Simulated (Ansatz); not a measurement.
# AgI: frozen-core PAW against all-electron methods

```
Ag I
1.0
     0.00000    3.23650    3.23650
     3.23650    0.00000    3.23650
     3.23650    3.23650    0.00000
Ag I
1 1
Cartesian
  0.0000 0.0000 0.0000
  4.8548 4.8548 4.8548
```

Atoms are numbered in the order listed.

The cell is COD entry 9008829, as deposited and not checked against the literature; nothing was relaxed. It differs from other determinations.

No spin–orbit coupling, which matters for the heavy atoms here.

Levels of theory: DFT, LDA, PAW with Ansatz's default frozen-core files, scalar-relativistic (Ansatz 0.2.0); DFT, LDA, all-electron LAPW, scalar-relativistic (Ansatz 0.2.0).

For PAW: a Γ-centred 7×7×7 k mesh, Fermi–Dirac smearing of 0.01 eV, cutoff 420 eV, no spin polarisation; the PAW files were made with PBE, and the program remakes their frozen cores for this functional. LAPW targets a basis error of 0.5 meV/atom. The Ansatz runs share mesh, smearing and spin set-up. Plane-wave (PAW) pressures include the program's estimate of the Pulay term.

Stress and pressure are positive in compression.

Levels count from the top of the valence band.

```
                      quantity     PAW    LAPW
                pressure (GPa)   -2.07   -2.06
                 band gap (eV)   1.054   1.052
highest filled level at X (eV)  -1.841  -1.842
  lowest empty level at X (eV)   3.385   3.384
highest filled level at Γ (eV)   0.000   0.000
  lowest empty level at Γ (eV)   1.054   1.052
highest filled level at U (eV)  -1.465  -1.466
  lowest empty level at U (eV)   3.757   3.756
```
